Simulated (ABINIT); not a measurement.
GaAs:

```xyz
2
Lattice="0.0000 2.8268 2.8268 2.8268 0.0000 2.8268 2.8268 2.8268 0.0000" Properties=species:S:1:pos:R:3 pbc="T T T"
As    4.2403    4.2403    4.2403
Ga    0.0000    0.0000    0.0000
```

Base run:

| Quantity | Value |
| --- | --- |
| Program | ABINIT 10.8.3 (patched build) |
| Functional | revPBE |
| Potentials or basis | JTH PAW PBE v2.0 |
| Cutoff | 463 eV |
| k mesh | 8 × 8 × 8 |
| Occupations | fermi-dirac, width 0.05 eV |
| Spin | no spin polarisation |

Its results: band gap on the k mesh 0.60 eV, direct; pressure 4.6 GPa.

Q: The run is repeated on the same cell with these changes: functional from revPBE to PW91. What comes out?

A: Band gap on the k mesh 0.45 eV, direct; pressure 3.0 GPa.

PW91 binds more tightly than revPBE, so the same cell stands under less pressure.

Caveats: the PAW data sets were made with another functional, which shifts forces and pressure a little.
